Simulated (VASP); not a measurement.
Runs of VASP 6.6.1 on KI. Symmetry: Fm-3m, No. 225, cubic system. Conventional cell: a = 7.066 Å, b = 7.066 Å, c = 7.066 Å, α = 90.00°, β = 90.00°, γ = 90.00°. Around K (site symmetry m-3m) lie 6 I at 3.53 Å. Around I (site symmetry m-3m) lie 6 K at 3.53 Å. 

```csv
task,cell,gap on the mesh (eV),pressure (GPa)
relaxation of cell and atoms,relaxed,(a),0.0
relaxation of the atoms,atoms relaxed from: a relaxed cell with its volume scaled by 0.96,4.12,0.6
relaxation of the atoms,atoms relaxed from: a relaxed cell with its volume scaled by 1.06,3.88,-0.7
relaxation of the atoms,atoms relaxed from: a relaxed cell with its volume scaled by 0.98,4.07,0.3
```

Alike in all rows: level PBE+D3(BJ); potentials or basis VASP PAW PBE potentials, release 64 (K_sv, I); no spin polarisation; k mesh 8 × 8 × 8; cutoff (eV) 600; smearing gaussian 0.03 eV.

Fill in the values left out.

(a) 4.02.

Caveats: spin-orbit coupling is left out, which moves the levels of the heavy elements; the relaxation stopped at its first step, so nothing moved (some runs).

A k mesh can miss the band edges, and the runs leave out spin-orbit coupling on I.
